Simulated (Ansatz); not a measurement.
# GaAs: the cost of one run

Program: Ansatz 0.2.0. Level of theory: DFT PBE, scalar-relativistic, plane waves, PAW. These are calculated values, not measurements.

## 1. The starting structure

It takes space group F-43m (No. 216, cubic). Conventional cell: a = 5.654 Å, b = 5.654 Å, c = 5.654 Å, α = 90.00°, β = 90.00°, γ = 90.00°. Ga (site symmetry -43m) has 4 As at 2.45 Å as nearest neighbours. As (site symmetry -43m) is surrounded by 4 Ga at 2.45 Å.

Structure file:

```cif
data_structure
_symmetry_space_group_name_H-M 'P 1'
_symmetry_Int_Tables_number 1
_cell_length_a 11.9933
_cell_length_b 11.9933
_cell_length_c 11.9933
_cell_angle_alpha 60.000
_cell_angle_beta 60.000
_cell_angle_gamma 60.000
_cell_volume 1219.84
loop_
_atom_site_label
_atom_site_type_symbol
_atom_site_fract_x
_atom_site_fract_y
_atom_site_fract_z
_atom_site_occupancy
Ga1 Ga 0.00000 0.00000 0.00000 1
Ga2 Ga 0.00000 0.00000 0.33333 1
Ga3 Ga 0.00000 0.00000 0.66667 1
Ga4 Ga 0.00000 0.33333 0.00000 1
Ga5 Ga 0.00000 0.33333 0.33333 1
Ga6 Ga 0.00000 0.33333 0.66667 1
Ga7 Ga 0.00000 0.66667 0.00000 1
Ga8 Ga 0.00000 0.66667 0.33333 1
Ga9 Ga 0.00000 0.66667 0.66667 1
Ga10 Ga 0.33333 0.00000 0.00000 1
Ga11 Ga 0.33333 0.00000 0.33333 1
Ga12 Ga 0.33333 0.00000 0.66667 1
Ga13 Ga 0.33333 0.33333 0.00000 1
Ga14 Ga 0.33333 0.33333 0.33333 1
Ga15 Ga 0.33333 0.33333 0.66667 1
Ga16 Ga 0.33333 0.66667 0.00000 1
Ga17 Ga 0.33333 0.66667 0.33333 1
Ga18 Ga 0.33333 0.66667 0.66667 1
Ga19 Ga 0.66667 0.00000 0.00000 1
Ga20 Ga 0.66667 0.00000 0.33333 1
Ga21 Ga 0.66667 0.00000 0.66667 1
Ga22 Ga 0.66667 0.33333 0.00000 1
Ga23 Ga 0.66667 0.33333 0.33333 1
Ga24 Ga 0.66667 0.33333 0.66667 1
Ga25 Ga 0.66667 0.66667 0.00000 1
Ga26 Ga 0.66667 0.66667 0.33333 1
Ga27 Ga 0.66667 0.66667 0.66667 1
As1 As 0.08333 0.08333 0.08333 1
As2 As 0.08333 0.08333 0.41667 1
As3 As 0.08333 0.08333 0.75000 1
As4 As 0.08333 0.41667 0.08333 1
As5 As 0.08333 0.41667 0.41667 1
As6 As 0.08333 0.41667 0.75000 1
As7 As 0.08333 0.75000 0.08333 1
As8 As 0.08333 0.75000 0.41667 1
As9 As 0.08333 0.75000 0.75000 1
As10 As 0.41667 0.08333 0.08333 1
As11 As 0.41667 0.08333 0.41667 1
As12 As 0.41667 0.08333 0.75000 1
As13 As 0.41667 0.41667 0.08333 1
As14 As 0.41667 0.41667 0.41667 1
As15 As 0.41667 0.41667 0.75000 1
As16 As 0.41667 0.75000 0.08333 1
As17 As 0.41667 0.75000 0.41667 1
As18 As 0.41667 0.75000 0.75000 1
As19 As 0.75000 0.08333 0.08333 1
As20 As 0.75000 0.08333 0.41667 1
As21 As 0.75000 0.08333 0.75000 1
As22 As 0.75000 0.41667 0.08333 1
As23 As 0.75000 0.41667 0.41667 1
As24 As 0.75000 0.41667 0.75000 1
As25 As 0.75000 0.75000 0.08333 1
As26 As 0.75000 0.75000 0.41667 1
As27 As 0.75000 0.75000 0.75000 1
```

The runs take a perfect supercell of 54 atoms; the defect goes to fractional position (0.083, 0.083, 0.083).

## 2. The perfect supercell

File input.yaml:

```yaml
crystal:
  lattice:
    - [0.0, 8.48055, 8.48055]
    - [8.48055, 0.0, 8.48055]
    - [8.48055, 8.48055, 0.0]
  atoms:
    - { symbol: Ga, position: [0.0, 0.0, 0.0] }
    - { symbol: Ga, position: [0.0, 0.0, 0.333333] }
    - { symbol: Ga, position: [0.0, 0.0, 0.666667] }
    - { symbol: Ga, position: [0.0, 0.333333, 0.0] }
    - { symbol: Ga, position: [0.0, 0.333333, 0.333333] }
    - { symbol: Ga, position: [0.0, 0.333333, 0.666667] }
    - { symbol: Ga, position: [0.0, 0.666667, 0.0] }
    - { symbol: Ga, position: [0.0, 0.666667, 0.333333] }
    - { symbol: Ga, position: [0.0, 0.666667, 0.666667] }
    - { symbol: Ga, position: [0.333333, 0.0, 0.0] }
    - { symbol: Ga, position: [0.333333, 0.0, 0.333333] }
    - { symbol: Ga, position: [0.333333, 0.0, 0.666667] }
    - { symbol: Ga, position: [0.333333, 0.333333, 0.0] }
    - { symbol: Ga, position: [0.333333, 0.333333, 0.333333] }
    - { symbol: Ga, position: [0.333333, 0.333333, 0.666667] }
    - { symbol: Ga, position: [0.333333, 0.666667, 0.0] }
    - { symbol: Ga, position: [0.333333, 0.666667, 0.333333] }
    - { symbol: Ga, position: [0.333333, 0.666667, 0.666667] }
    - { symbol: Ga, position: [0.666667, 0.0, 0.0] }
    - { symbol: Ga, position: [0.666667, 0.0, 0.333333] }
    - { symbol: Ga, position: [0.666667, 0.0, 0.666667] }
    - { symbol: Ga, position: [0.666667, 0.333333, 0.0] }
    - { symbol: Ga, position: [0.666667, 0.333333, 0.333333] }
    - { symbol: Ga, position: [0.666667, 0.333333, 0.666667] }
    - { symbol: Ga, position: [0.666667, 0.666667, 0.0] }
    - { symbol: Ga, position: [0.666667, 0.666667, 0.333333] }
    - { symbol: Ga, position: [0.666667, 0.666667, 0.666667] }
    - { symbol: As, position: [0.083333, 0.083333, 0.083333] }
    - { symbol: As, position: [0.083333, 0.083333, 0.416667] }
    - { symbol: As, position: [0.083333, 0.083333, 0.75] }
    - { symbol: As, position: [0.083333, 0.416667, 0.083333] }
    - { symbol: As, position: [0.083333, 0.416667, 0.416667] }
    - { symbol: As, position: [0.083333, 0.416667, 0.75] }
    - { symbol: As, position: [0.083333, 0.75, 0.083333] }
    - { symbol: As, position: [0.083333, 0.75, 0.416667] }
    - { symbol: As, position: [0.083333, 0.75, 0.75] }
    - { symbol: As, position: [0.416667, 0.083333, 0.083333] }
    - { symbol: As, position: [0.416667, 0.083333, 0.416667] }
    - { symbol: As, position: [0.416667, 0.083333, 0.75] }
    - { symbol: As, position: [0.416667, 0.416667, 0.083333] }
    - { symbol: As, position: [0.416667, 0.416667, 0.416667] }
    - { symbol: As, position: [0.416667, 0.416667, 0.75] }
    - { symbol: As, position: [0.416667, 0.75, 0.083333] }
    - { symbol: As, position: [0.416667, 0.75, 0.416667] }
    - { symbol: As, position: [0.416667, 0.75, 0.75] }
    - { symbol: As, position: [0.75, 0.083333, 0.083333] }
    - { symbol: As, position: [0.75, 0.083333, 0.416667] }
    - { symbol: As, position: [0.75, 0.083333, 0.75] }
    - { symbol: As, position: [0.75, 0.416667, 0.083333] }
    - { symbol: As, position: [0.75, 0.416667, 0.416667] }
    - { symbol: As, position: [0.75, 0.416667, 0.75] }
    - { symbol: As, position: [0.75, 0.75, 0.083333] }
    - { symbol: As, position: [0.75, 0.75, 0.416667] }
    - { symbol: As, position: [0.75, 0.75, 0.75] }
basis:
  ecutwfc: 420
  fft_grid_basis: typed
kpoints:
  mp_grid: { grid: [1, 1, 1] }
hamiltonian:
  xc: pbe
  pseudopotentials: { kind: paw }
scf:
  occupations: { method: gaussian, width: 0.05 }
output:
  forces: true
  stress: false
  eigenvalues: true
  bader: false
  write_density: true
  volumetric_format: npy
```

Command:

```console
$ ansatz run input.yaml --threads 8 --pin off --max-ram 16384MiB --backend cpu --events-out ev --progress --plain --runs-dir out
```

Q: Estimate wall time and peak memory on 8 threads of Intel Xeon Platinum 8488C (Sapphire Rapids), shared host.

About 8.7 s, with a peak of 1.9 GiB.
